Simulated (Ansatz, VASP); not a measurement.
**CuAu in VASP and in Ansatz**

INCAR

```
PREC = Accurate ; ENCUT = 520
EDIFF = 1E-7 ; ISMEAR = -1
SIGMA = 0.05 ; LREAL = False
LASPH = True ; NELM = 60
ALGO = Normal ; ISIF = 2
LWAVE = False ; LCHARG = False
GGA = PS ; NBANDS = 18
```

The input KPOINTS:

```
regular mesh
0
Gamma
  9 9 7
```

File POSCAR:

```
CuAu
1.0
    2.7727616977      0.0000000000      0.0000000000
    0.0000000000      2.7727616977      0.0000000000
    0.0000000000      0.0000000000      3.6351965976
Au Cu
1 1
Direct
    0.0000000000      0.0000000000      0.0000000000
    0.5000000000      0.5000000000      0.5000000000
```

File input.yaml:

```yaml
crystal:
  lattice:
    - [2.7727616977, 0.0, 0.0]
    - [0.0, 2.7727616977, 0.0]
    - [0.0, 0.0, 3.6351965976]
  atoms:
    - { symbol: Au, position: [0.0, 0.0, 0.0] }
    - { symbol: Cu, position: [0.5, 0.5, 0.5] }
hamiltonian:
  xc: pbesol
  pseudopotentials: { kind: paw }
kpoints:
  mp_grid: { grid: [9, 9, 7] }
scf:
  occupations: { method: fermi_dirac, width: 0.05 }
output:
  forces: true
  stress: true
  eigenvalues: true
```

Change from the starting cell: volume scaled by 0.96.

Alike in both runs: task single point; functional PBEsol; k mesh 9 × 9 × 7; occupations fermi-dirac, width 0.05 eV; no spin polarisation.

|  | VASP | Ansatz |
| --- | --- | --- |
| version | VASP 6.6.1 | Ansatz 0.2.0 |
| potentials or method | VASP PAW PBE potentials, release 64 (Au, Cu) | Ansatz PAW |
| plane-wave cutoff (eV) | 520 | 420 |
| valence electrons in the cell | 22 | 38 |

|  | VASP | Ansatz | Ansatz less VASP |
| --- | --- | --- | --- |
| gap on the k mesh at the Fermi level (eV) | none | none | - |
| pressure (GPa) | 3.0 | 3.0 | +0.02 |
| largest component of the traceless stress (GPa) | 0.52 | 0.58 | +0.059 |

A gap of «none» marks a metal or a gap that the smearing closes. The two sets of potentials don't hold the same shells in valence.

Caveats: the PAW data sets were made with another functional, which shifts forces and pressure a little (VASP); the PAW data sets come from PBE, with cores solved anew for the run's functional, which leaves a small shift of forces and pressure (Ansatz). The runs have no spin-orbit coupling, so splittings on Au are missing.
